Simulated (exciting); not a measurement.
# Li (Fm-3m) in exciting: equation of state

Aim: energy against volume of Li in PBE, for its equilibrium volume and stiffness.

Program: exciting (release sodium). These are calculated values, not measurements. Logs are shortened: lines on timing, memory, paths and dates and some standing lists are left out, and cuts for length are marked.

### 1 The crystal as given

It takes space group Fm-3m (No. 225, cubic). The conventional cell has a = 4.404 Å, b = 4.404 Å, c = 4.404 Å, α = 90.00°, β = 90.00°, γ = 90.00°. Around Li (site symmetry m-3m) lie 12 Li at 3.11 Å.

This isn't the form of Li at room conditions, which is bcc.

### 2 Equation of state, PBE, 20.07 Å³/atom (volume scaled by 0.94)

File input.xml:

```xml
<input>
  <title>Li</title>
  <structure speciespath="./" tshift="false">
    <crystal scale="1">
      <basevect>0.000000000000 4.076231113050 4.076231113050</basevect>
      <basevect>4.076231113050 0.000000000000 4.076231113050</basevect>
      <basevect>4.076231113050 4.076231113050 0.000000000000</basevect>
    </crystal>
    <species speciesfile="Li.xml" rmt="1.7">
      <atom coord="0.000000000000 0.000000000000 0.000000000000"/>
    </species>
  </structure>
  <groundstate do="fromscratch" ngridk="10 10 10" rgkmax="7" gmaxvr="14" lmaxapw="10" lmaxmat="10" lmaxvr="8" xctype="GGA_PBE" stype="Fermi Dirac" swidth="0.00183747" nempty="8" ValenceRelativity="zora" epsengy="1e-05" epspot="1e-05" maxscl="60" outputlevel="normal"/>
</input>
```

Potentials or basis: all-electron LAPW+lo, shipped species files, valence relativity zora.

The run is started by

```bash
OMP_NUM_THREADS=1 exciting_smp
```

INFO.OUT:

```text
================================================================================
EXCITING SODIUM started
[... 10 lines left out ...]

 Lattice vectors (cartesian) :
      0.0000000000      4.0762311131      4.0762311131
      4.0762311131      0.0000000000      4.0762311131
      4.0762311131      4.0762311131      0.0000000000

 Reciprocal lattice vectors (cartesian) :
     -0.7707101404      0.7707101404      0.7707101404
      0.7707101404     -0.7707101404      0.7707101404
      0.7707101404      0.7707101404     -0.7707101404

 Unit cell volume                           :     135.4585412210
 Brillouin zone volume                      :       1.8311891683

 Species :    1 (Li)
     parameters loaded from                 :    Li.xml
     name                                   :    lithium
     nuclear charge                         :      -3.00000000
     electronic charge                      :       3.00000000
     atomic mass                            :   12652.66897000
     muffin-tin radius                      :       1.70000000
     # of radial points in muffin-tin       :     250

     atomic positions (lattice) :
       1 :   0.00000000  0.00000000  0.00000000

 Total number of atoms per unit cell        :       1

 Spin treatment                             :    spin-unpolarised

 Number of Bravais lattice symmetries       :      48
 Number of crystal symmetries               :      48

 k-point grid                               :      10   10   10
 Total number of k-points                   :      47
 k-point set is reduced with crystal symmetries

 R^MT_min * |G+k|_max (rgkmax)              :       7.00000000
 Species with R^MT_min                      :       1 (Li)
 Maximum |G+k| for APW functions            :       4.11764706
 Maximum |G| for potential and density      :      14.00000000

 G-vector grid sizes                        :      27    27    27
 Total number of G-vectors                  :    6231

 Maximum angular momentum used for
     APW functions                          :      10
     computing H and O matrix elements      :      10
     potential and density                  :       8
     inner part of muffin-tin               :       2

 Total nuclear charge                       :      -3.00000000
 Total electronic charge                    :       3.00000000
 Total core charge                          :       0.00000000
 Total valence charge                       :       3.00000000

 Number of empty states                     :       8
 Total number of valence states             :      10

 Maximum Hamiltonian size                   :     172
 Maximum number of plane-waves              :     170
 Total number of local-orbitals             :       2

 Exchange-correlation type                  :      20
[... 23 lines left out ...]
+ SCF iteration number :    1                                                  +
++++++++++++++++++++++++++++++++++++++++++++++++++++++++++++++++++++++++++++++++
 Total energy                               :        -7.54038440
 _______________________________________________________________
 Fermi energy                               :         0.01656171
 Kinetic energy                             :         7.47225520
 Coulomb energy                             :       -13.14399017
 Exchange energy                            :        -1.78913060
 Correlation energy                         :        -0.07951882

 DOS at Fermi energy (states/Ha/cell)       :        15.31533991

 Electron charges :
     core                                   :         0.00000000
     core leakage                           :         0.00000000
     valence                                :         3.00000000
     interstitial                           :         0.91594369
     charge in muffin-tin spheres :
                  atom     1    Li          :         2.08405631
     total charge in muffin-tins            :         2.08405631
     total charge                           :         3.00000000

++++++++++++++++++++++++++++++++++++++++++++++++++++++++++++++++++++++++++++++++
+ SCF iteration number :    2                                                  +
++++++++++++++++++++++++++++++++++++++++++++++++++++++++++++++++++++++++++++++++
 Total energy                               :        -7.53443061
 _______________________________________________________________
 Fermi energy                               :         0.01650892
 Kinetic energy                             :         7.47117155
 Coulomb energy                             :       -13.13781214
 Exchange energy                            :        -1.78827644
 Correlation energy                         :        -0.07951358

 DOS at Fermi energy (states/Ha/cell)       :        15.32512964

 Electron charges :
     core                                   :         0.00000000
     core leakage                           :         0.00000000
     valence                                :         3.00000000
     interstitial                           :         0.91605871
     charge in muffin-tin spheres :
                  atom     1    Li          :         2.08394129
     total charge in muffin-tins            :         2.08394129
     total charge                           :         3.00000000

 RMS change in effective potential (target) :   56.6140      ( 0.100000E-04)
 Absolute change in total energy   (target) :  0.595380E-02  ( 0.100000E-04)
 Charge distance                   (target) :  0.478281E-03  ( 0.100000E-04)

++++++++++++++++++++++++++++++++++++++++++++++++++++++++++++++++++++++++++++++++
+ SCF iteration number :    3                                                  +
++++++++++++++++++++++++++++++++++++++++++++++++++++++++++++++++++++++++++++++++
 Total energy                               :        -7.52991606
 _______________________________________________________________
 Fermi energy                               :         0.01645932
 Kinetic energy                             :         7.46979546
 Coulomb energy                             :       -13.13262943
 Exchange energy                            :        -1.78757136
 Correlation energy                         :        -0.07951073

 DOS at Fermi energy (states/Ha/cell)       :        15.33292168

 Electron charges :
     core                                   :         0.00000000
     core leakage                           :         0.00000000
     valence                                :         3.00000000
     interstitial                           :         0.91614281
     charge in muffin-tin spheres :
                  atom     1    Li          :         2.08385719
     total charge in muffin-tins            :         2.08385719
     total charge                           :         3.00000000
[... 113 lines left out ...]
++++++++++++++++++++++++++++++++++++++++++++++++++++++++++++++++++++++++++++++++
+ SCF iteration number :    8                                                  +
++++++++++++++++++++++++++++++++++++++++++++++++++++++++++++++++++++++++++++++++
 Total energy                               :        -7.52222769
 _______________________________________________________________
 Fermi energy                               :         0.01627748
 Kinetic energy                             :         7.46588538
 Coulomb energy                             :       -13.12241855
 Exchange energy                            :        -1.78619126
 Correlation energy                         :        -0.07950325

 DOS at Fermi energy (states/Ha/cell)       :        15.35013540

 Electron charges :
     core                                   :         0.00000000
     core leakage                           :         0.00000000
     valence                                :         3.00000000
     interstitial                           :         0.91626587
     charge in muffin-tin spheres :
                  atom     1    Li          :         2.08373413
     total charge in muffin-tins            :         2.08373413
     total charge                           :         3.00000000

 RMS change in effective potential (target) :  0.936055E-05  ( 0.100000E-04)
 Absolute change in total energy   (target) :  0.216764E-05  ( 0.100000E-04)
 Charge distance                   (target) :  0.164725E-06  ( 0.100000E-04)

++++++++++++++++++++++++++++++++++++++++++++++++++++++++++++++++++++++++++++++++
+ SCF iteration number :    9                                                  +
++++++++++++++++++++++++++++++++++++++++++++++++++++++++++++++++++++++++++++++++
 Total energy                               :        -7.52222737
 _______________________________________________________________
 Fermi energy                               :         0.01627748
 Kinetic energy                             :         7.46588534
 Coulomb energy                             :       -13.12241824
 Exchange energy                            :        -1.78619122
 Correlation energy                         :        -0.07950325

 DOS at Fermi energy (states/Ha/cell)       :        15.35013395

 Electron charges :
     core                                   :         0.00000000
     core leakage                           :         0.00000000
     valence                                :         3.00000000
     interstitial                           :         0.91626587
     charge in muffin-tin spheres :
                  atom     1    Li          :         2.08373413
     total charge in muffin-tins            :         2.08373413
     total charge                           :         3.00000000

 RMS change in effective potential (target) :  0.194137E-06  ( 0.100000E-04)
 Absolute change in total energy   (target) :  0.314480E-06  ( 0.100000E-04)
 Charge distance                   (target) :  0.241161E-07  ( 0.100000E-04)

++++++++++++++++++++++++++++++++++++++++++++++++++++++++++++++++++++++++++++++++
| Convergency criteria checked for the last 2 iterations                       +
| Convergence targets achieved. Performing final SCF iteration                 +
++++++++++++++++++++++++++++++++++++++++++++++++++++++++++++++++++++++++++++++++
 Total energy                               :        -7.52222737
 _______________________________________________________________
 Fermi energy                               :         0.01627749
 Kinetic energy                             :         7.46588535
 Coulomb energy                             :       -13.12241824
 Exchange energy                            :        -1.78619122
 Correlation energy                         :        -0.07950325

 DOS at Fermi energy (states/Ha/cell)       :        15.35015970

 Electron charges :
     core                                   :         0.00000000
     core leakage                           :         0.00000000
     valence                                :         3.00000000
     interstitial                           :         0.91626588
     charge in muffin-tin spheres :
                  atom     1    Li          :         2.08373412
     total charge in muffin-tins            :         2.08373412
     total charge                           :         3.00000000

++++++++++++++++++++++++++++++++++++++++++++++++++++++++++++++++++++++++++++++++
[... 12 lines left out ...]
| EXCITING SODIUM stopped                                                      =
================================================================================
```

Wall time 11 s (1 thread of Arm Neoverse V1, shared host); peak memory 0.1 GiB.

What came out:

```yaml
Free_energy: -204.6948 eV
Band_gap_on_the_k_mesh: none (metal or under the smearing width)
All_electrons_inside_the_program's_atomic_spheres: Li 2.08 (radii Li 1.7 bohr)
```

Caveat: the log's total energy holds no entropy term; the free energy is that total less TS from the occupations.

### 3 Equation of state, PBE, 20.50 Å³/atom (volume scaled by 0.96)

Changes to input.xml since step 2:

```diff
@@ -4,5 +4,5 @@
     <crystal scale="1">
-      <basevect>0.000000000000 4.076231113050 4.076231113050</basevect>
-      <basevect>4.076231113050 0.000000000000 4.076231113050</basevect>
-      <basevect>4.076231113050 4.076231113050 0.000000000000</basevect>
+      <basevect>0.000000000000 4.104937911807 4.104937911807</basevect>
+      <basevect>4.104937911807 0.000000000000 4.104937911807</basevect>
+      <basevect>4.104937911807 4.104937911807 0.000000000000</basevect>
     </crystal>
```

Potentials or basis: all-electron LAPW+lo, shipped species files, valence relativity zora.

The run is started by

```bash
OMP_NUM_THREADS=1 exciting_smp
```

Wall time 14 s (1 thread of Arm Neoverse V1, shared host); peak memory 0.1 GiB.

It converged, with:

```
Free energy                                       : -204.6947 eV
Band gap on the k mesh                            : none (metal or under the smearing width)
All electrons inside the program's atomic spheres : Li 2.08 (radii Li 1.7 bohr)
```

Caveat: the log's total energy holds no entropy term; the free energy is that total less TS from the occupations.

### 4 Equation of state, PBE, 20.93 Å³/atom (volume scaled by 0.98)

Changes to input.xml since step 3:

```diff
@@ -4,5 +4,5 @@
     <crystal scale="1">
-      <basevect>0.000000000000 4.104937911807 4.104937911807</basevect>
-      <basevect>4.104937911807 0.000000000000 4.104937911807</basevect>
-      <basevect>4.104937911807 4.104937911807 0.000000000000</basevect>
+      <basevect>0.000000000000 4.133248722990 4.133248722990</basevect>
+      <basevect>4.133248722990 0.000000000000 4.133248722990</basevect>
+      <basevect>4.133248722990 4.133248722990 0.000000000000</basevect>
     </crystal>
```

The run is started by

```bash
OMP_NUM_THREADS=1 exciting_smp
```

Run time: 13 s. Hardware: 1 thread of Arm Neoverse V1, shared host; peak memory 0.1 GiB.

It converged, with:

```
Free energy                                       : -204.6939 eV
Band gap on the k mesh                            : none (metal or under the smearing width)
All electrons inside the program's atomic spheres : Li 2.08 (radii Li 1.7 bohr)
```

Caveat: the log's total energy holds no entropy term; the free energy is that total less TS from the occupations.

### 5 Equation of state, PBE, 21.35 Å³/atom

Changes to input.xml since step 4:

```diff
@@ -4,5 +4,5 @@
     <crystal scale="1">
-      <basevect>0.000000000000 4.133248722990 4.133248722990</basevect>
-      <basevect>4.133248722990 0.000000000000 4.133248722990</basevect>
-      <basevect>4.133248722990 4.133248722990 0.000000000000</basevect>
+      <basevect>0.000000000000 4.161176926426 4.161176926426</basevect>
+      <basevect>4.161176926426 0.000000000000 4.161176926426</basevect>
+      <basevect>4.161176926426 4.161176926426 0.000000000000</basevect>
     </crystal>
```

The run is started by

```bash
OMP_NUM_THREADS=1 exciting_smp
```

Run time: 12 s. Hardware: 1 thread of Arm Neoverse V1, shared host; peak memory 0.1 GiB.

Results (log left out):

```yaml
Free_energy: -204.6924 eV
Band_gap_on_the_k_mesh: none (metal or under the smearing width)
All_electrons_inside_the_program's_atomic_spheres: Li 2.08 (radii Li 1.7 bohr)
```

Caveat: the log's total energy holds no entropy term; the free energy is that total less TS from the occupations.

### 6 Equation of state, PBE, 21.78 Å³/atom (volume scaled by 1.02)

Changes to input.xml since step 5:

```diff
@@ -4,5 +4,5 @@
     <crystal scale="1">
-      <basevect>0.000000000000 4.161176926426 4.161176926426</basevect>
-      <basevect>4.161176926426 0.000000000000 4.161176926426</basevect>
-      <basevect>4.161176926426 4.161176926426 0.000000000000</basevect>
+      <basevect>0.000000000000 4.188735192730 4.188735192730</basevect>
+      <basevect>4.188735192730 0.000000000000 4.188735192730</basevect>
+      <basevect>4.188735192730 4.188735192730 0.000000000000</basevect>
     </crystal>
```

Potentials or basis: all-electron LAPW+lo, shipped species files, valence relativity zora.

The run is started by

```bash
OMP_NUM_THREADS=1 exciting_smp
```

Wall time 14 s (1 thread of Arm Neoverse V1, shared host); peak memory 0.1 GiB.

It converged, with:

- Free energy: -204.6903 eV
- Band gap on the k mesh: none (metal or under the smearing width)
- All electrons inside the program's atomic spheres: Li 2.08 (radii Li 1.7 bohr)

Caveat: the log's total energy holds no entropy term; the free energy is that total less TS from the occupations.

[end of part 1 of 2]
